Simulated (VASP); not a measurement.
# I (Immm) in VASP: further runs

Runs on I. Level: LDA. Tasks: relaxation of cell and atoms.

Program: VASP 6.6.1. These are calculated values, not measurements. Logs are shortened: lines on timing, memory, paths and dates and some standing lists are left out, and cuts for length are marked.

### Step 1. The structure

Symmetry: Immm, No. 71, orthorhombic system. Conventional cell: a = 2.908 Å, b = 3.033 Å, c = 5.226 Å, α = 90.00°, β = 90.00°, γ = 90.00°. Around I (site symmetry mmm) lie 4 I at 2.91 to 3.03 Å.

### Step 2. Relaxation of cell and atoms, LDA, target pressure 32 GPa, at which the enthalpy is minimised

Input file INCAR:

```
PREC = Accurate
ENCUT = 600
EDIFF = 1E-6
ISMEAR = 0
SIGMA = 0.03
LREAL = False
LASPH = True
NELM = 80
ALGO = Normal
ISIF = 3
LWAVE = False
LCHARG = False
GGA = CA
IBRION = 2
NSW = 90
EDIFFG = -0.01
PSTRESS = 320.0
```

Input file KPOINTS:

```
Automatic mesh
0
Gamma
  12 12 12
```

Input file POSCAR:

```
I
1.0
   -1.4538500000      1.5166500000      2.6130000000
    1.4538500000     -1.5166500000      2.6130000000
    1.4538500000      1.5166500000     -2.6130000000
I
1
Direct
    0.0000000000      0.0000000000      0.0000000000
```

Potentials or basis: VASP PAW LDA potentials, release 64 (I).

The run is started by

```sh
cat potpaw_LDA.64/I/POTCAR > POTCAR
mpirun -np 1 vasp_std > vasp.out
```

OUTCAR:

```text
PREC = Accurate
   ENCUT = 600
   EDIFF = 1E-6
   ISMEAR = 0
   LREAL = False
   LASPH = True
   NELM = 80
   ISIF = 3
   GGA = CA
   IBRION = 2
   NSW = 90
   EDIFFG = -0.01
   PSTRESS = 320.0

 ion  position               nearest neighbor table
   1  0.000  0.000  0.000-

  LATTYP: Found a body centered orthorhombic cell.
 ALAT       =     2.9077000000
 B/A-ratio  =     1.0431956529
 C/A-ratio  =     1.7972968325

  Lattice vectors:

 A1 = (  -1.4538500000,   1.5166500000,   2.6130000000)
 A2 = (   1.4538500000,  -1.5166500000,   2.6130000000)
 A3 = (   1.4538500000,   1.5166500000,  -2.6130000000)

Analysis of symmetry for initial positions (statically):
=====================================================================
 Subroutine PRICEL returns:
 Original cell was already a primitive cell.

 Routine SETGRP: Setting up the symmetry group for a
 body centered orthorhombic supercell.

 Subroutine GETGRP returns: Found  8 space group operations
 (whereof  8 operations were pure point group operations)
 out of a pool of  8 trial point group operations.

The static configuration has the point symmetry D_2h.

Analysis of symmetry for dynamics (positions and initial velocities):
=====================================================================
 Subroutine PRICEL returns:
 Original cell was already a primitive cell.

 Routine SETGRP: Setting up the symmetry group for a
 body centered orthorhombic supercell.

 Subroutine GETGRP returns: Found  8 space group operations
 (whereof  8 operations were pure point group operations)
 out of a pool of  8 trial point group operations.

The dynamic configuration has the point symmetry D_2h.

 Subroutine INISYM returns: Found  8 space group operations
 (whereof  8 operations are pure point group operations),
 and found     1 'primitive' translations

----------------------------------------------------------------------------------------

                                     Primitive cell

  volume of cell :      23.0465

  direct lattice vectors                    reciprocal lattice vectors
    -1.453850000  1.516650000  2.613000000     0.000000000  0.329673952  0.191350938
     1.453850000 -1.516650000  2.613000000     0.343914434  0.000000000  0.191350938
     1.453850000  1.516650000 -2.613000000     0.343914434  0.329673952  0.000000000

  length of vectors
     3.352860875  3.352860875  3.352860875     0.381182497  0.393563615  0.476405345

  position of ions in fractional coordinates (direct lattice)
     0.000000000  0.000000000  0.000000000

  ion indices of the primitive-cell ions
   primitive index   ion index
                 1           1

----------------------------------------------------------------------------------------

 KPOINTS: Automatic mesh

Automatic generation of k-mesh.
 Grid dimensions read from file:
 generate k-points for:   12   12   12

 Generating k-lattice:

  Cartesian coordinates                     Fractional coordinates (reciprocal lattice)
     0.000000000  0.027472829  0.015945911     0.083333333 -0.000000000  0.000000000
     0.028659536  0.000000000  0.015945911     0.000000000  0.083333333  0.000000000
     0.028659536  0.027472829  0.000000000     0.000000000 -0.000000000  0.083333333

  Length of vectors
     0.031765208  0.032796968  0.039700445

  Shift w.r.t. Gamma in fractional coordinates (k-lattice)
     0.000000000  0.000000000  0.000000000

 Subroutine IBZKPT returns following result:
 ===========================================

 Found    280 irreducible k-points:

 Following reciprocal coordinates:
            Coordinates               Weight
  0.000000  0.000000  0.000000      1.000000
  0.083333  0.000000  0.000000      4.000000
  0.166667  0.000000 -0.000000      4.000000
  0.250000  0.000000  0.000000      4.000000
  0.333333  0.000000  0.000000      4.000000
  0.416667  0.000000 -0.000000      4.000000
[... 16 lines left out ...]
  0.250000  0.166667  0.000000      8.000000
  0.333333  0.166667 -0.000000      8.000000
 [... further k-points ...]
   k-points           NKPTS =    280   k-points in BZ     NKDIM =    280   number of bands    NBANDS=      7
   number of dos      NEDOS =    301   number of ions     NIONS =      1
   total plane-waves  NPLWV =  21952
   dimension x,y,z NGX =    28 NGY =   28 NGZ =   28
   dimension x,y,z NGXF=    56 NGYF=   56 NGZF=   56
   ions per type =               1
   NGX,Y,Z   is equivalent  to a cutoff of  13.88, 13.88, 13.88 a.u.
   NGXF,Y,Z  is equivalent  to a cutoff of  27.77, 27.77, 27.77 a.u.
 SYSTEM =  unknown system
   PREC   = accura    normal or accurate (medium, high low for compatibility)
   ISTART =      0    job   : 0-new  1-cont  2-samecut
   ICHARG =      2    charge: 1-file 2-atom 10-const
   ISPIN  =      1    spin polarized calculation?
   LNONCOLLINEAR =      F non collinear calculations
   LSORBIT =      F    spin-orbit coupling
   LASPH  =      T    aspherical Exc in radial PAW
   ENCUT  =  600.0 eV  44.10 Ry    6.64 a.u.   6.70  6.70  6.70*2*pi/ulx,y,z
   NELM   =     80;   NELMIN=  2; NELMDL= -5     # of ELM steps
   EDIFF  = 0.1E-05   stopping-criterion for ELM
   LREAL  =      F    real-space projection
   EDIFFG = -.1E-01   stopping-criterion for IOM
   NSW    =     90    number of steps for IOM
   IBRION =      2    ionic relax: 0-MD 1-quasi-New 2-CG
   NFREE  =      1    steps in history (QN), initial steepest desc. (CG)
   ISIF   =      3    stress and relaxation
   ISYM   =      2    0-nonsym 1-usesym 2-fastsym
   POTIM  = 0.5000    time-step for ionic-motion
   TEBEG  =    0.0;   TEEND  =   0.0 temperature during run
   PSTRESS=  320.0 pullay stress
   NELECT =       7.0000    total number of electrons
   NUPDOWN=      -1.0000    fix difference up-down
   EMIN   =  10.00;   EMAX   =-10.00  energy-range for DOS
   EFERMI =   0.00;   METHOD = LEGACY
   ISMEAR =     0;   SIGMA  =   0.03  broadening in eV -4-tet -1-fermi 0-gaus
   EFERMI_NEDOS =   21; number of points for ismear=-14 and -15
   IALGO  =     38    algorithm
   IMIX   =      4    mixing-type and parameters
     AMIX     =   0.40;   BMIX     =  1.00
     AMIX_MAG =   1.60;   BMIX_MAG =  1.00
  volume/ion in A,a.u.               =      23.05       155.53
  Fermi-wavevector in a.u.,A,eV,Ry     =   1.100456  2.079560 16.476705  1.211004
  Thomas-Fermi vector in A             =   2.236867
   LORBIT       =      0    0 simple, 1 ext, 2 COOP (PROOUT), +10 PAW based schemes
   GGA     = CA    functional components
   LHFCALC =     F    Hartree Fock is set to
   AEXX    =    0.0000 exact exchange contribution
   IVDW    =     0    specifies the selected vdW correction
   LEPSILON=     F    determine dielectric tensor
   LRPA    =     F    only Hartree local field effects (RPA)
 conjugate gradient relaxation of ions
 non-spin polarized calculation
 Gauss-broadening in eV      SIGMA  =   0.03
  energy-cutoff  :      600.00
  volume of cell :       23.05
 maximum number of plane-waves:       788
   NGX = 13   NGY = 13   NGZ = 13

--------------------------------------- Ionic step        1  -------------------------------------------

 number of electron       7.0000000 magnetization

 Free energy of the ion-electron system (eV)
  ---------------------------------------------------
  ext. energy  EPLUGINS =         0.00000000
  ---------------------------------------------------
  free energy    TOTEN  =        -1.27729100 eV

  energy without entropy =       -1.27687803  energy(sigma->0) =       -1.27708452

------------------------ aborting loop because EDIFF is reached ----------------------------------------

  FORCE on cell =-STRESS in cart. coord.  units (eV):
  Direction    XX          YY          ZZ          XY          YZ          ZX
  --------------------------------------------------------------------------------------
  -------------------------------------------------------------------------------------
  Total        4.0066725      3.8999826      3.6896093      0.0000000      0.0000000      0.0000000
  in kB      278.5415952    271.1245716    256.4995424      0.0000000      0.0000000      0.0000000
  external PRESSURE =     -51.2780970 kB  Pullay stress =     320.0000000 kB
[... 90 lines left out ...]
  FREE ENERGIE OF THE ION-ELECTRON SYSTEM (eV)
  ---------------------------------------------------
  free  energy   TOTEN  =        -1.1333267063 eV

  energy  without entropy=       -1.1329175659  energy(sigma->0) =       -1.13312214

  enthalpy is  TOTEN    =         3.3118334853 eV   P V=        4.4451601916

[... ionic steps 4 to 11 ...]

--------------------------------------- Ionic step       12  -------------------------------------------

 number of electron       7.0000000 magnetization

------------------------ aborting loop because EDIFF is reached ----------------------------------------

  FORCE on cell =-STRESS in cart. coord.  units (eV):
  Direction    XX          YY          ZZ          XY          YZ          ZX
  --------------------------------------------------------------------------------------
  -------------------------------------------------------------------------------------
  Total        4.4394042      4.4154347      4.4386996      0.0000000      0.0000000      0.0000000
  in kB      322.8615609    321.1183471    322.8103221      0.0000000      0.0000000      0.0000000
  external PRESSURE =       2.2634100 kB  Pullay stress =     320.0000000 kB
[... 59 lines left out ...]
  enthalpy is  TOTEN    =         3.2973562051 eV   P V=        4.4171418774

--------------------------------------- Ionic step       14  -------------------------------------------

 number of electron       7.0000000 magnetization

 Free energy of the ion-electron system (eV)
  ---------------------------------------------------
  ext. energy  EPLUGINS =         0.00000000
  ---------------------------------------------------
  free energy    TOTEN  =        -1.10935198 eV

  energy without entropy =       -1.10918664  energy(sigma->0) =       -1.10926931

 E-fermi :  11.6540     XC(G=0): -11.4493

 val. band max:       11.6320002597   @ k =  -0.2500   0.5000   0.1667
 cond. band min:      11.6643880774   @ k =   0.5000  -0.2500   0.1667
 fundamental gap:      0.0323878177
 Fermi energy:        11.6540347330

 k-point     1 :       0.0000    0.0000    0.0000
  band No.  band energies     occupation
      1      -5.9394      2.00000
      2      13.6484      0.00000
      3      14.1062      0.00000
      4      14.1551      0.00000
      5      20.2956      0.00000
      6      22.0448      0.00000
      7      22.3074      0.00000
[... 221 lines left out ...]
 k-point    24 :       0.3333    0.1667   -0.0000
  band No.  band energies     occupation
      1      -2.7056      2.00000
      2       5.0788      2.00000
      3       9.5843      2.00000
      4      11.4228      2.00000
      5      18.0389      0.00000
      6      20.0703      0.00000
      7      23.0554      0.00000

 [... further k-points ...]
[... 5 lines left out ...]
  --------------------------------------------------------------------------------------
  -------------------------------------------------------------------------------------
  Total        4.4155355      4.3977440      4.4026497      0.0000000      0.0000000      0.0000000
  in kB      320.6461956    319.3542196    319.7104629      0.0000000      0.0000000      0.0000000
  external PRESSURE =      -0.0963740 kB  Pullay stress =     320.0000000 kB
[... 16 lines left out ...]
  FREE ENERGIE OF THE ION-ELECTRON SYSTEM (eV)
  ---------------------------------------------------
  free  energy   TOTEN  =        -1.1093519780 eV

  energy  without entropy=       -1.1091866429  energy(sigma->0) =       -1.10926931

  enthalpy is  TOTEN    =         3.2972849011 eV   P V=        4.4066368791

 reached required accuracy - stopping structural energy minimisation
```

Wall time 9.1 min (1 thread of AMD EPYC 7R43 (Zen 3), shared host); peak memory 0.16 GiB.

Results:

- Free energy: -1.1094 eV
- Relaxed volume: 22.06 Å³/atom
- Relaxed cell: a = 3.256 Å, b = 3.256 Å, c = 3.256 Å, α = 125.56°, β = 125.44°, γ = 80.71°
- Space group after relaxing (to 0.05 Å): I4/mmm (No. 139)
- Energy change on relaxing (the enthalpy is what falls): +167.9 meV/atom
- Ionic steps: 14
- Pressure after relaxing: 32.0 GPa
- Band gap on the k mesh: none (metal or under the smearing width)

Stress tensor (GPa, compression positive):
```
32.06  0.00  0.00
 0.00 31.94  0.00
 0.00  0.00 31.97
```

The path:
```csv
step,energy change (eV),largest force (eV/Å),pressure (GPa),volume (Å³)
1,0.0000,0.0000,26.87,23.05
2,0.5219,0.0000,45.98,20.67
3,0.1440,0.0000,32.16,22.26
4,0.1491,0.0000,32.35,22.23
5,0.1763,0.0000,32.82,22.06
6,0.2076,0.0000,33.47,21.88
7,0.1013,0.0000,28.93,22.43
8,0.1621,0.0000,31.60,22.10
9,0.1711,0.0000,31.94,22.05
10,0.1715,0.0000,31.96,22.05
11,0.1744,0.0000,32.22,22.03
12,0.1745,0.0000,32.23,22.03
13,0.1575,0.0000,31.61,22.12
14,0.1679,0.0000,31.99,22.06
```

Final structure:
```
CELL_PARAMETERS angstrom
-1.48949 1.49242 2.48130
1.48949 -1.49242 2.48130
1.48949 1.49242 -2.48130
ATOMIC_POSITIONS crystal
I 0.00000 0.00000 0.00000
```

Caveat: the cell is relaxed towards a set pressure, so the enthalpy falls and the energy may rise; an odd number of electrons without spin polarisation forces a metal; a magnetic or distorted state may lie lower.

(Part 1 of 2 ends here.)
